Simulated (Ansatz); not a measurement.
Write the native input for Ansatz 0.2.0 that does the following.

```yaml
Task: relaxation of cell and atoms
Functional: BLYP
Dispersion: D3(BJ)
Potentials_or_basis: Ansatz PAW
Cutoff: "420 eV (not typed: the program's choice for these potentials)"
k_mesh: 6 × 6 × 6
Occupations: fermi-dirac, width 0.05 eV
Spin: no spin polarisation
```

The system is SnO2.

```
Sn O
1.0
    -3.24890    3.41447    3.41402
     3.24890   -3.41447    3.41402
     3.24890    3.41447   -3.41402
Sn O
4 8
Direct
  0.50000 0.00000 0.00000
  0.50000 0.50000 0.50000
  0.00360 0.75360 0.25000
  0.99640 0.24640 0.75000
  0.80650 0.80377 0.49728
  0.80650 0.30922 0.00272
  0.30244 0.24594 0.05649
  0.68944 0.24594 0.44350
  0.31056 0.75406 0.55649
  0.19350 0.69078 0.99728
  0.69756 0.75406 0.94351
  0.19350 0.19623 0.50272
```

The cell is a database's computed one.

One way to write it, as run:

input.yaml

```yaml
crystal:
  lattice:
    - [-3.248897, 3.41447, 3.414021]
    - [3.248897, -3.41447, 3.414021]
    - [3.248897, 3.41447, -3.414021]
  atoms:
    - { symbol: Sn, position: [0.5, 0.0, 0.0] }
    - { symbol: Sn, position: [0.5, 0.5, 0.5] }
    - { symbol: Sn, position: [0.003599, 0.753599, 0.25] }
    - { symbol: Sn, position: [0.996401, 0.246401, 0.75] }
    - { symbol: O, position: [0.806496, 0.803774, 0.497278] }
    - { symbol: O, position: [0.806496, 0.309218, 0.002722] }
    - { symbol: O, position: [0.302435, 0.24594, 0.056495] }
    - { symbol: O, position: [0.689445, 0.24594, 0.443505] }
    - { symbol: O, position: [0.310555, 0.75406, 0.556495] }
    - { symbol: O, position: [0.193504, 0.690782, 0.997278] }
    - { symbol: O, position: [0.697565, 0.75406, 0.943505] }
    - { symbol: O, position: [0.193504, 0.196226, 0.502722] }
hamiltonian:
  xc: blyp
  pseudopotentials: { kind: paw }
  dispersion: d3bj
kpoints:
  mp_grid: { grid: [6, 6, 6] }
scf:
  occupations: { method: fermi_dirac, width: 0.05 }
output:
  forces: true
  stress: true
  eigenvalues: true
relax:
  f_tol: 0.01
  max_steps: 40
  cell: { stress_tol: 0.05 }
```

Potentials or basis: Ansatz PAW.

The run is started by

```bash
$ ansatz run input.yaml --threads 4 --pin off --max-ram 11264MiB --backend cpu --events-out ev --progress --plain --runs-dir out
```

It gave:

The relaxed volume is 12.48 Å³/atom and the relaxed cell is a = 5.797 Å, b = 5.797 Å, c = 5.797 Å, α = 111.85°, β = 108.29°, γ = 108.29°. The space group after relaxing (to 0.05 Å) is P4_2/mnm (No. 136). The energy gained by relaxing is 1.3 meV/atom, the ionic steps are 8 and the pressure after relaxing is 0.0 GPa. The band gap on the k mesh is 0.75 eV.

Caveat: the plane-wave basis is chosen anew once the cell has moved, so the energies of steps on either side of that aren't comparable; the pressure holds a Pulay correction of +1.0 GPa for the finite cutoff; spin-orbit coupling is left out, which moves the levels of the heavy elements; the PAW data sets come from PBE, with cores solved anew for the run's functional, which leaves a small shift of forces and pressure.

Run time: 54 s on 4 threads of Arm Neoverse V2, on a shared host, peak memory 0.75 GiB.
